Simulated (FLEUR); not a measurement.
Crystal: CdS (Hawleyite).

```xyz
2
Lattice="0.0000 2.9165 2.9165 2.9165 0.0000 2.9165 2.9165 2.9165 0.0000" Properties=species:S:1:pos:R:3 pbc="T T T"
Cd    0.0000    0.0000    0.0000
S     4.3748    4.3748    4.3748
```

```yaml
Program: FLEUR MaX-R8.1 (later development tree)
Task: single point
Functional: PBE
Potentials_or_basis: all-electron
Basis: FLAPW
Kmax: 4.51 1/bohr
k_mesh: 8 × 8 × 8
Occupations: fermi-dirac, width 0.05 eV
Spin: no spin polarisation
Gmax: 14 1/bohr
Muffin-tin_radii: Cd 2.45, S 1.84 bohr
lmax: Cd 10, S 8
Local_orbitals_a_species: Cd 5, S 4
Max_iterations: 60
Mixing_factor: 0.05
Mixer: Anderson
Mixer_history: 15
Density_convergence: 1e-05 me/bohr^3
```

On this cell: largest force zero by symmetry; band gap on the k mesh 1.14 eV, direct.

The same run follows on a disturbed copy (atoms moved at random, drawn with an rms of 0.05 Å):

```
Cd S
1.0
     0.00000    2.91650    2.91650
     2.91650    0.00000    2.91650
     2.91650    2.91650    0.00000
Cd S
1 1
Direct
  0.98965 0.02240 0.99660
  0.74871 0.74711 0.74974
```

**Question.** What does the disturbed cell give?

**Answer.** The energy moves by +11.1 meV/atom; largest force 0.535 eV/Å; band gap on the k mesh 1.14 eV, direct.

Forces on the atoms (eV/Å):
```
Cd  -0.370  0.249 -0.295
S    0.370 -0.249  0.295
```

